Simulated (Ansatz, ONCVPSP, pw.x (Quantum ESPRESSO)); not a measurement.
**Equation-of-state test of one ONCV potential (barium)**

* Element: Ba
* Generator: ONCVPSP 4.0.1.1 (patched build)
* Type: optimised norm-conserving Vanderbilt (ONCV)
* Functional: PBE
* Relativity: scalar-relativistic
* Frozen core: [Kr] 4d10
* Valence charge: 10
* Reference configuration: 5s2 5p6 6s2
* Partial waves: 5s+6s: rc 3.10 bohr, ncon 4, nbas 8, qcut 4.6 1/bohr, 3 projectors, debl 2.9 Ha; 5p: rc 2.40 bohr, ncon 4, nbas 7, qcut 5.2 1/bohr, 3 projectors, debl 1.9 Ha; d scattering state at 0.1 Ha: rc 2.40 bohr, ncon 3, nbas 6, qcut 4.6 1/bohr, 2 projectors, debl 3.8 Ha
* Local potential: polynomial inside 1.50 bohr (lpopt 2, dvloc0 -1 Ha)
* Core correction: Teter function, fcfact 4.5, rcfact 1.05

In the d channel the program set the typed energies aside and used 0.050, 3.850 Ha.

Crystal test: sc Ba in pw.x 7.5, no spin, 8³ k-points, Fermi–Dirac smearing 0.01 Ry, cutoffs 50/200 Ry. The reference is all-electron LAPW (Ansatz 0.2.0) with the same functional, mesh and smearing; V0 and B0 come from Birch–Murnaghan fits to the pressures at five volumes. Errors are pseudo minus all-electron; Δ is the rms difference of the E(V) curves that follow from these fits, minima aligned, over ±6 % about the mean V0. Mesh and smearing are coarse, so the numbers serve the comparison and aren't converged zero-temperature values; the lattice is a test structure that the element need not adopt.

```tsv
V (Å³/atom)	P all-electron (GPa)	P pseudo (GPa)
59.094	0.37	0.46
60.649	0.18	0.25
62.204	0.01	0.07
63.759	-0.14	-0.09
65.314	-0.28	-0.23
```

All-electron: a0 = 3.964 Å (V0 = 62.29 Å³/atom), B0 = 6.4 GPa.

Pseudopotential: mean pressure error (GPa): +0.07; a0 (Å): 3.977; a0 error (%): +0.32; B0 error (%): +2.0; Δ (meV/atom): 0.9.

Q: At the middle volume, how do free energy and pressure move when the wave cutoff is lowered (ecutrho kept at four times it)?

A:

| cutoff (Ry) | shift of F (meV/atom) | shift of P (GPa) |
| --- | --- | --- |
| 22 | +28.1 | -0.59 |
| 30 | +0.7 | +0.00 |
| 40 | +0.2 | +0.00 |

The run at the middle volume (35 k-points, 8 iterations) took about 24 s on one core of a shared host (Neoverse-N1, 64 threads, 124 GiB, load 54).
